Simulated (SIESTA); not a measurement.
The system is Zr.

```xyz
2
Lattice="3.2320 0.0000 0.0000 -1.6160 2.7990 0.0000 0.0000 0.0000 5.1470" Properties=species:S:1:pos:R:3 pbc="T T T"
Zr    1.6160    0.9330    3.8603
Zr    0.0000    1.8660    1.2868
```

Base run:

| Property | Result |
| --- | --- |
| Program | SIESTA 5.4.2 |
| Functional | PBE |
| Potentials or basis | PseudoDojo 0.4 standard (PBE files) |
| Basis | DZP (energy shift 0.002 Ry) |
| Grid cutoff | 800 Ry |
| Energy shift | 0.002 Ry |
| k mesh | 9 × 9 × 5 |
| Occupations | fermi-dirac, width 0.05 eV |
| Spin | no spin polarisation |

Its results: band gap on the k mesh none (metal or under the smearing width); pressure 0.8 GPa.

Task: After a change of settings the same cell gave: band gap on the k mesh none (metal or under the smearing width); pressure -0.2 GPa. Which change was it?
A. functional from PBE to BLYP
B. potentials or basis from PseudoDojo 0.4 standard (PBE files) to SG15 1.2 (PBE files) or PseudoDojo by element
C. functional from PBE to vdW-DF-cx; basis from DZP (energy shift 0.002 Ry) to DZP (energy shift 0.002 Ry; radii capped at 9.5 bohr)

Result: B.

Caveats: semicore shells carry a single zeta, which can move pressures by several GPa and volumes by a few percent; the basis of atomic orbitals isn't converged, which shifts pressures, moduli and gaps.

Not every run made on this cell is shown here.
